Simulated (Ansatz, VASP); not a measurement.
**BN: VASP beside Ansatz**

File INCAR:

```
SYSTEM = BN
PREC = Accurate
ENCUT = 520
EDIFF = 1E-7
ISMEAR = 0
SIGMA = 0.05
LREAL = .FALSE.
LASPH = .TRUE.
NELM = 100
ALGO = Normal
ISIF = 2
LWAVE = .FALSE.
LCHARG = .FALSE.
GGA = PS
NBANDS = 16
```

The input KPOINTS:

```
Automatic mesh
0
G
  12 12 4
  0 0 0
```

File POSCAR:

```
BN
1.0
    2.5043488457      0.0000000000      0.0000000000
   -1.2521744229      2.1688297203      0.0000000000
    0.0000000000      0.0000000000      7.0190956742
B N
2 2
Direct
    0.6005537105      0.8622855595      0.2500000000
    0.6666666667      0.3333333333      0.7500000000
    0.3333333333      0.6666666667      0.7500000000
    0.6666666667      0.3333333333      0.2500000000
```

Input for Ansatz:

```yaml
crystal:
  lattice:
    - [2.5043488457, 0.0, 0.0]
    - [-1.2521744229, 2.1688297203, 0.0]
    - [0.0, 0.0, 7.0190956742]
  atoms:
    - { symbol: B, position: [0.6005537105, 0.8622855595, 0.25] }
    - { symbol: B, position: [0.6666666667, 0.3333333333, 0.75] }
    - { symbol: "N", position: [0.3333333333, 0.6666666667, 0.75] }
    - { symbol: "N", position: [0.6666666667, 0.3333333333, 0.25] }
basis:
  ecutwfc: 420
kpoints:
  mp_grid: { grid: [12, 12, 4] }
hamiltonian:
  xc: pbesol
scf:
  occupations: { method: gaussian, width: 0.05 }
output:
  forces: true
  stress: true
  eigenvalues: true
  write_density: true
  write_potential: true
  elf: true
  volumetric_format: npy
```

Alike in both runs: task single point; functional PBEsol; k mesh 12 × 12 × 4; occupations gaussian, width 0.05 eV; no spin polarisation.

```csv
,VASP,Ansatz
version,VASP 6.6.1,Ansatz 0.2.0
potentials or method,"VASP PAW PBE potentials, release 64 (B, N)","scalar-relativistic, plane waves, PAW"
plane-wave cutoff (eV),520,420
valence electrons in the cell,16,16
```

```csv
,VASP,Ansatz,Ansatz less VASP
gap on the k mesh at the Fermi level (eV),2.46,2.49,+0.033
least direct gap on the mesh (eV),3.32,3.34,+0.025
rms of the force components (eV/Å),8.918,8.736,-0.1819
```

Atom by atom the forces differ by 0.183 eV/Å (rms over components).

Caveats: the PAW data sets were made with another functional, which shifts forces and pressure a little (VASP). A k mesh can miss the band edges.
